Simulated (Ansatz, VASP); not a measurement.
# C: VASP beside Ansatz

```
C
1.0
     2.52000    0.00000    0.00000
    -1.26000    2.18238    0.00000
     0.00000    0.00000    4.12000
C
4
Cartesian
  0.0000 1.4549 0.2575
  1.2600 0.7275 2.3175
  0.0000 1.4549 1.8025
  1.2600 0.7275 3.8625
```

Alike in both runs: task relaxation of cell and atoms; functional r2SCAN; k mesh 8 × 8 × 4; occupations fermi-dirac, width 0.05 eV; no spin polarisation.

|  | VASP | Ansatz |
| --- | --- | --- |
| version | VASP 6.6.1 | Ansatz 0.2.0 |
| potentials or method | VASP PAW PBE potentials, release 64 (C) | plane waves (500 eV) with PAW, scalar-relativistic |
| plane-wave cutoff (eV) | 600 | 500 |
| valence electrons in the cell | 16 | 16 |

VASP gave:

| Item | Value |
| --- | --- |
| relaxed volume (Å³/atom) | 5.66 |
| relaxed cell length with the largest relative difference (Å) | 2.504 |
| energy change over the relaxation (meV/atom) | -5 |

Estimate Ansatz's values.

relaxed volume (Å³/atom): 5.66; relaxed cell length with the largest relative difference (Å): 2.503; energy change over the relaxation (meV/atom): -5.

Caveats: the PAW data sets were made with another functional, which shifts forces and pressure a little (VASP).
